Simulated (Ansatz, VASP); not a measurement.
# BN: VASP beside Ansatz

File INCAR:

```
  PREC = Accurate
  ENCUT = 520
  EDIFF = 1E-6
  ISMEAR = -1
  SIGMA = 0.02
  LREAL = F
  LASPH = T
  NELM = 100
  ALGO = Normal
  ISIF = 2
  LWAVE = F
  LCHARG = T
  GGA = PE
  LELF = T
  LVHAR = T
  NBANDS = 11
```

File KPOINTS:

```
Automatic mesh
0
Gamma
  12 12 12
```

File POSCAR:

```
BN
1.0
    0.0000000000      1.7458259068      1.7458259068
    1.7458259068      0.0000000000      1.7458259068
    1.7458259068      1.7458259068      0.0000000000
B N
1 1
Direct
    0.0000000000      0.0000000000      0.0000000000
    0.5000000000      0.5000000000      0.5000000000
```

Input for Ansatz:

```yaml
crystal:
  lattice:
    - [0.0, 1.7458259068, 1.7458259068]
    - [1.7458259068, 0.0, 1.7458259068]
    - [1.7458259068, 1.7458259068, 0.0]
  atoms:
    - { symbol: B, position: [0.0, 0.0, 0.0] }
    - { symbol: "N", position: [0.5, 0.5, 0.5] }
kpoints:
  mp_grid: { grid: [12, 12, 12] }
  band_path:
    path:
      - [[0.0, 0.0, 0.0], [0.5, 2.11598688589e-34, 0.5], [0.625, 0.25, 0.625]]
      - [[0.375, 0.375, 0.75], [0.0, 0.0, 0.0], [0.5, 0.5, 0.5], [0.5, 0.25, 0.75], [0.5, 2.11598688589e-34, 0.5]]
    npoints: 10
hamiltonian:
  xc: pbe
scf:
  occupations: { method: fermi_dirac, width: 0.02 }
  n_extra_bands: 4
output:
  forces: true
  stress: true
  eigenvalues: true
  write_density: true
  write_potential: true
  elf: true
  volumetric_format: npy
```

The cell was built by a generator and needn't be a form met in nature.

Alike in both runs: task single point; functional PBE; k mesh 12 × 12 × 12; occupations fermi-dirac, width 0.02 eV; no spin polarisation.

|  | VASP | Ansatz |
| --- | --- | --- |
| version | VASP 6.6.1 | Ansatz 0.2.0 |
| potentials or method | VASP PAW PBE potentials, release 64 (B, N) | plane waves, PAW |
| plane-wave cutoff (eV) | 520 | 420 |
| valence electrons in the cell | 8 | 8 |

```csv
,VASP,Ansatz,Ansatz less VASP
gap on the k mesh at the Fermi level (eV),1.20,1.20,+0.005
pressure (GPa),3.9,3.9,+0.06
```

The functional is the same, so the differences come from potentials, cutoffs and numerics.

A k mesh can miss the band edges. Expect the measured gap to be larger: semilocal functionals such as PBE lack the derivative discontinuity.
